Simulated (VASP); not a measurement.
# Cr (R-3m) in VASP: a series of runs

The runs below take Cr through single point, with PBE.

Program: VASP 6.6.1. These are calculated values, not measurements. Logs are shortened: lines on timing, memory, paths and dates and some standing lists are left out, and cuts for length are marked.

**1. The crystal as given**

It takes space group R-3m (No. 166, trigonal). The conventional cell has a = 2.917 Å, b = 2.917 Å, c = 5.073 Å, α = 90.00°, β = 90.00°, γ = 120.00°. Cr (site symmetry -3m) has 6 Cr at 2.39 Å as nearest neighbours.

This isn't the form of Cr at room conditions, which is bcc.

**2. Single point, PBE**

Input file INCAR:

```
SYSTEM = Cr
PREC = Accurate ; ENCUT = 520
EDIFF = 1E-6 ; ISMEAR = 0
SIGMA = 0.15 ; LREAL = .False.
LASPH = .True. ; NELM = 100
ALGO = Fast ; ISIF = 2
LWAVE = .False. ; LCHARG = .True.
GGA = PE ; LELF = .True.
LVHAR = .True. ; NBANDS = 12
```

Input file KPOINTS:

```
regular mesh
0
Gamma
  24 24 24
  0 0 0
```

Input file POSCAR:

```
Cr
1.0
   -0.3987540548      1.6637669183      1.6637669183
    1.6637669183     -0.3987540548      1.6637669183
    1.6637669183      1.6637669183     -0.3987540548
Cr
1
Direct
    0.0000000000      0.0000000000      0.0000000000
```

Potentials or basis: VASP PAW PBE potentials, release 64 (Cr_pv).

Started as:

```console
$ cat potpaw_PBE.64/Cr_pv/POTCAR > POTCAR
$ mpirun -np 1 vasp_std > vasp.out
```

OUTCAR:

```text
SYSTEM = Cr
   PREC = Accurate
   ENCUT = 520
   EDIFF = 1E-6
   ISMEAR = 0
   LREAL = .False.
   LASPH = .True.
   NELM = 100
   ISIF = 2
   GGA = PE

 ion  position               nearest neighbor table
   1  0.000  0.000  0.000-

  LATTYP: Found a trigonal (rhomboedric) cell.
 ALAT       =     2.3864713518
 COS(alpha) =     0.2530624440

  Lattice vectors:

 A1 = (  -0.3987540548,   1.6637669183,   1.6637669183)
 A2 = (   1.6637669183,  -0.3987540548,   1.6637669183)
 A3 = (   1.6637669183,   1.6637669183,  -0.3987540548)

Analysis of symmetry for initial positions (statically):
=====================================================================
 Subroutine PRICEL returns:
 Original cell was already a primitive cell.

 Routine SETGRP: Setting up the symmetry group for a
 trigonal (rhombohedral) supercell.

 Subroutine GETGRP returns: Found 12 space group operations
 (whereof 12 operations were pure point group operations)
 out of a pool of 12 trial point group operations.

The static configuration has the point symmetry D_3d.

Analysis of symmetry for dynamics (positions and initial velocities):
=====================================================================
 Subroutine PRICEL returns:
 Original cell was already a primitive cell.

 Routine SETGRP: Setting up the symmetry group for a
 trigonal (rhombohedral) supercell.

 Subroutine GETGRP returns: Found 12 space group operations
 (whereof 12 operations were pure point group operations)
 out of a pool of 12 trial point group operations.

The dynamic configuration has the point symmetry D_3d.

 Subroutine INISYM returns: Found 12 space group operations
 (whereof 12 operations are pure point group operations),
 and found     1 'primitive' translations

----------------------------------------------------------------------------------------

                                     Primitive cell

  volume of cell :      12.4590

  direct lattice vectors                    reciprocal lattice vectors
    -0.398754055  1.663766918  1.663766918    -0.209415995  0.275427559  0.275427559
     1.663766918 -0.398754055  1.663766918     0.275427559 -0.209415995  0.275427559
     1.663766918  1.663766918 -0.398754055     0.275427559  0.275427559 -0.209415995

  length of vectors
[... 81 lines left out ...]
   LREAL  =      F    real-space projection
   EDIFFG = 0.1E-04   stopping-criterion for IOM
   NSW    =      0    number of steps for IOM
   IBRION =     -1    ionic relax: 0-MD 1-quasi-New 2-CG
   NFREE  =      0    steps in history (QN), initial steepest desc. (CG)
   ISIF   =      2    stress and relaxation
   ISYM   =      2    0-nonsym 1-usesym 2-fastsym
   POTIM  = 0.5000    time-step for ionic-motion
   TEBEG  =    0.0;   TEEND  =   0.0 temperature during run
   PSTRESS=    0.0 pullay stress
   NELECT =      12.0000    total number of electrons
   NUPDOWN=      -1.0000    fix difference up-down
   EMIN   =  10.00;   EMAX   =-10.00  energy-range for DOS
   EFERMI =   0.00;   METHOD = LEGACY
   ISMEAR =     0;   SIGMA  =   0.15  broadening in eV -4-tet -1-fermi 0-gaus
   EFERMI_NEDOS =   21; number of points for ismear=-14 and -15
   IALGO  =     68    algorithm
   IMIX   =      4    mixing-type and parameters
     AMIX     =   0.40;   BMIX     =  1.00
     AMIX_MAG =   1.60;   BMIX_MAG =  1.00
  volume/ion in A,a.u.               =      12.46        84.08
  Fermi-wavevector in a.u.,A,eV,Ry     =   1.616742  3.055200 35.563658  2.613855
  Thomas-Fermi vector in A             =   2.711279
   LORBIT       =      0    0 simple, 1 ext, 2 COOP (PROOUT), +10 PAW based schemes
   GGA     = PE    functional components
   LHFCALC =     F    Hartree Fock is set to
   AEXX    =    0.0000 exact exchange contribution
   IVDW    =     0    specifies the selected vdW correction
   LEPSILON=     F    determine dielectric tensor
   LRPA    =     F    only Hartree local field effects (RPA)
 non-spin polarized calculation
 RMM-DIIS sequential band-by-band and
 Gauss-broadening in eV      SIGMA  =   0.15
  energy-cutoff  :      520.00
  volume of cell :       12.46
 maximum number of plane-waves:       354
 NGX is ok and might be reduce to    18

 number of electron      11.9999998 magnetization

 Free energy of the ion-electron system (eV)
  ---------------------------------------------------
  ext. energy  EPLUGINS =         0.00000000
  ---------------------------------------------------
  free energy    TOTEN  =        -9.00598963 eV

  energy without entropy =       -8.99267598  energy(sigma->0) =       -8.99933280

 E-fermi :  10.0349     XC(G=0): -13.1635

 val. band max:       10.0339348154   @ k =  -0.3333  -0.4167   0.2917
 cond. band min:      10.0394247611   @ k =  -0.3750  -0.3750   0.2083
 fundamental gap:      0.0054899458
 Fermi energy:        10.0348535512

 k-point     1 :       0.0000    0.0000    0.0000
  band No.  band energies     occupation
      1     -32.7086      2.00000
      2     -32.7086      2.00000
      3     -32.4860      2.00000
      4       2.4696      2.00000
      5       7.5933      2.00000
      6       7.5933      2.00000
      7      11.6473      0.00000
      8      11.7241      0.00000
      9      11.7241      0.00000
     10      17.3468      0.00000
     11      28.4849      0.00000
     12      31.6367      0.00000
[... 331 lines left out ...]
 k-point    24 :       0.4583    0.0417    0.0000
  band No.  band energies     occupation
      1     -33.5305      2.00000
      2     -32.6704      2.00000
      3     -32.5474      2.00000
      4       6.2636      2.00000
      5       7.8238      2.00000
      6       9.1953      2.00000
      7      11.0512      0.00000
      8      11.5359      0.00000
      9      11.8635      0.00000
     10      17.3301      0.00000
     11      17.9745      0.00000
     12      30.7984      0.00000

 [... further k-points ...]
[... 5 lines left out ...]
  --------------------------------------------------------------------------------------
  -------------------------------------------------------------------------------------
  Total       -0.4396450     -0.4396450     -0.4396450      0.8281790      0.8281790      0.8281790
  in kB      -56.5365455    -56.5365455    -56.5365455    106.5004234    106.5004234    106.5004234
  external PRESSURE =     -56.5365455 kB  Pullay stress =       0.0000000 kB

 VOLUME and BASIS-vectors are now :
 -----------------------------------------------------------------------------
  energy-cutoff  :      520.00
  volume of cell :       12.46
      direct lattice vectors                 reciprocal lattice vectors
    -0.398754055  1.663766918  1.663766918    -0.209415995  0.275427559  0.275427559
     1.663766918 -0.398754055  1.663766918     0.275427559 -0.209415995  0.275427559
     1.663766918  1.663766918 -0.398754055     0.275427559  0.275427559 -0.209415995

 POSITION                                       TOTAL-FORCE (eV/Angst)
 -----------------------------------------------------------------------------------
      0.00000      0.00000      0.00000         0.000000      0.000000      0.000000
 -----------------------------------------------------------------------------------
    total drift:                                0.000000     -0.000000      0.000000

  FREE ENERGIE OF THE ION-ELECTRON SYSTEM (eV)
  ---------------------------------------------------
  free  energy   TOTEN  =        -9.0059896276 eV

  energy  without entropy=       -8.9926759794  energy(sigma->0) =       -8.99933280
```

OSZICAR:

```text
N       E                     dE             d eps       ncg     rms          rms(c)
DAV:   1     0.831338906022E+02    0.83134E+02   -0.71623E+03 31676   0.118E+03
DAV:   2    -0.898893914868E+01   -0.92123E+02   -0.88603E+02 31952   0.296E+02
DAV:   3    -0.103032179940E+02   -0.13143E+01   -0.13062E+01 35116   0.428E+01
DAV:   4    -0.103106719820E+02   -0.74540E-02   -0.74537E-02 34132   0.323E+00
DAV:   5    -0.103107681400E+02   -0.96158E-04   -0.96159E-04 35028   0.338E-01    0.112E+01
RMM:   6    -0.902180480521E+01    0.12890E+01   -0.35440E+00 33453   0.221E+01    0.176E+00
RMM:   7    -0.901202012683E+01    0.97847E-02   -0.69378E-02 35371   0.323E+00    0.983E-01
RMM:   8    -0.900643305526E+01    0.55871E-02   -0.99143E-03 36351   0.106E+00    0.223E-01
RMM:   9    -0.900598300248E+01    0.45005E-03   -0.22070E-03 35929   0.612E-01    0.440E-02
RMM:  10    -0.900599518371E+01   -0.12181E-04   -0.16804E-04 38845   0.185E-01    0.114E-02
RMM:  11    -0.900599071017E+01    0.44735E-05   -0.18871E-05 38202   0.562E-02    0.308E-03
RMM:  12    -0.900598934947E+01    0.13607E-05   -0.17015E-06 26615   0.180E-02    0.264E-03
RMM:  13    -0.900598962757E+01   -0.27811E-06   -0.86621E-07 21328   0.128E-02
   1 F= -.90059896E+01 E0= -.89993328E+01  d E =-.133136E-01
```

stdout:

```text
POSCAR found type information on POSCAR Cr
 POSCAR found :  1 types and       1 ions
 scaLAPACK will be used
 LDA part: xc-table for (Slater+PW92), standard interpolation
 POSCAR, INCAR and KPOINTS ok, starting setup
 FFT: planning ... GRIDC
 FFT: planning ... GRID_SOFT
 FFT: planning ... GRID
 WAVECAR not read
 entering main loop
```

Run time: 2.1 min. Hardware: 1 thread of Intel Xeon Platinum 8488C (Sapphire Rapids), shared host; peak memory 0.29 GiB.

Results:

```yaml
Free_energy: -9.0060 eV
Pressure: -5.7 GPa
Band_gap_on_the_k_mesh: none (metal or under the smearing width)
```

Levels at points of the mesh, in eV from the Fermi level:
| k point | band 3 | band 4 | band 5 | band 6 | band 7 | band 8 | band 9 | band 10 |
| --- | --- | --- | --- | --- | --- | --- | --- | --- |
| (0.00, 0.00, 0.00) | -42.52 | -7.57 | -2.44 | -2.44 | 1.61 | 1.69 | 1.69 | 7.31 |
| (0.50, 0.00, 0.00) | -42.58 | -3.77 | -2.24 | -0.45 | 0.94 | 1.50 | 1.69 | 7.28 |
| (0.50, 0.50, 0.00) | -42.62 | -4.38 | -2.90 | 1.41 | 1.65 | 3.25 | 3.90 | 7.31 |
| (0.50, 0.50, 0.50) | -43.14 | -4.04 | -1.90 | -1.90 | 3.13 | 3.13 | 5.46 | 7.31 |

Caveat: the run has no spin polarisation, though such a crystal can be magnetic.

**3. Single point, PBE**

This run uses another cell than the first one, of the same volume but with other edges.

Input file INCAR:

```
PREC     = Accurate       # precision mode
ENCUT    = 520            # plane-wave cutoff, eV
EDIFF    = 1E-6           # SCF threshold, eV
ISMEAR   = 0              # smearing method
SIGMA    = 0.15           # smearing width, eV
LREAL    = False          # projectors in reciprocal space
LASPH    = True           # aspherical terms in the spheres
NELM     = 100            # most SCF steps
ALGO     = Normal         # electronic algorithm
ISIF     = 2              # what is computed and relaxed
LWAVE    = False          # write WAVECAR
LCHARG   = False          # write CHGCAR
GGA      = PE             # functional
NBANDS   = 12             # bands
```

Input file KPOINTS:

```
Automatic mesh
0
Gamma
  24 24 24
```

Input file POSCAR:

```
Cr
1.0
   -0.7727515773      1.5455031545      1.5455031545
    1.5455031545     -0.7727515773      1.5455031545
    1.5455031545      1.5455031545     -0.7727515773
Cr
1
Direct
    0.0000000000      0.0000000000      0.0000000000
```

Potentials or basis: VASP PAW PBE potentials, release 64 (Cr_pv).

Started as:

```console
$ cat potpaw_PBE.64/Cr_pv/POTCAR > POTCAR
$ mpirun -np 1 vasp_std > vasp.out
```

Wall time 36 s (1 thread of Intel Xeon Platinum 8488C (Sapphire Rapids), shared host); peak memory 0.17 GiB.

The run converged. Its results:

- Free energy: -8.5016 eV
- Pressure: 5.4 GPa
- Band gap on the k mesh: none (metal or under the smearing width)

Levels at points of the mesh, in eV from the Fermi level:
```csv
k point,band 4,band 5,band 6,band 7,band 8,band 9
"(0.00, 0.00, 0.00)",-7.46,-3.29,-3.29,2.55,2.55,2.55
"(0.50, 0.00, 0.00)",-3.14,-2.50,-0.69,0.51,0.51,2.73
"(0.50, 0.50, 0.00)",-4.72,-1.72,0.95,0.95,3.86,6.34
"(0.50, 0.50, 0.50)",-3.04,-3.04,-3.04,3.97,3.97,7.54
```

Caveat: the run has no spin polarisation, though such a crystal can be magnetic. Spin polarisation is off, so any magnetic state and its effect on volume and gap are missing.

(Part 1 of 2 ends here.)
